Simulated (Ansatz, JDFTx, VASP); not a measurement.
# One calculation of C, 4 ways

The starting cell:

```
C
1.0
     0.00000    1.78337    1.78337
     1.78337    0.00000    1.78337
     1.78337    1.78337    0.00000
C
2
Cartesian
  2.6751 2.6751 2.6751
  1.7834 1.7834 1.7834
```

Alike in all runs: task relaxation of cell and atoms; functional PBE; dispersion D3(BJ); k mesh 13 × 13 × 13; occupations fermi-dirac, width 0.05 eV; no spin polarisation; no spin-orbit coupling.

| program and potentials | plane-wave cutoff (eV) | notes | equilibrium volume (Å³/atom) |
| --- | --- | --- | --- |
| Ansatz, Ansatz PAW | 420 | - | 5.63 |
| Ansatz, all-electron LAPW, scalar-relativistic | - | - | 5.62 |
| VASP, PBE PAW files C, 600 eV | 600 | - | 5.63 |
| JDFTx, PseudoDojo-SR-PBE-0.5-standard | 1116 | - | 5.63 |

The equilibrium volume spans 5.62 (Ansatz, all-electron LAPW, scalar-relativistic) to 5.63 Å³/atom (JDFTx, PseudoDojo-SR-PBE-0.5-standard), with all-electron results at 5.62. Relaxations stop with a little pressure left, so the last digit of a volume isn't settled.

The functional is the same throughout but for its coding, so the spread measures potentials, basis and numerics; runs on potential files found faulty are left out.
